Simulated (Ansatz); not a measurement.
CaO:

```xyz
2
Lattice="0.0000 2.4036 2.4036 2.4036 0.0000 2.4036 2.4036 2.4036 0.0000" Properties=species:S:1:pos:R:3 pbc="T T T"
Ca    0.0000    0.0000    0.0000
O     2.4036    2.4036    2.4036
```

The cell is a database's computed one.

| Property | Result |
| --- | --- |
| Program | Ansatz 0.2.0 |
| Task | relaxation of cell and atoms |
| Functional | RPBE |
| Dispersion | D3(BJ) |
| Potentials or basis | all-electron LAPW, scalar-relativistic |
| Basis error allowed | 0.001 eV/atom |
| k mesh | 10 × 10 × 10 |
| Occupations | fermi-dirac, width 0.05 eV |
| Spin | no spin polarisation |

At the start: volume 13.89 Å³/atom.

**Question.** Where does the relaxation end?

**Answer.** Over 5 steps the energy falls by 116.6 meV/atom and the volume is 12.00 Å³/atom (-13.6 %); space group Fm-3m (No. 225, to 0.05 Å).

Step by step:
| step | energy change (eV) | largest force (eV/Å) | volume (Å³) |
| --- | --- | --- | --- |
| 1 | 0.0000 | 0.0000 | 27.77 |
| 2 | -0.2329 | 0.0000 | 23.90 |
| 3 | -0.2331 | 0.0000 | 24.03 |
| 4 | -0.2331 | 0.0000 | 24.00 |
| 5 | -0.2331 | 0.0000 | 24.00 |

Final structure:
```cif
data_structure
_symmetry_space_group_name_H-M 'P 1'
_symmetry_Int_Tables_number 1
_cell_length_a 3.2378
_cell_length_b 3.2378
_cell_length_c 3.2378
_cell_angle_alpha 60.000
_cell_angle_beta 60.000
_cell_angle_gamma 60.000
_cell_volume 24.00
loop_
_atom_site_label
_atom_site_type_symbol
_atom_site_fract_x
_atom_site_fract_y
_atom_site_fract_z
_atom_site_occupancy
Ca1 Ca 0.00000 0.00000 0.00000 1
O1 O 0.50000 0.50000 0.50000 1
```
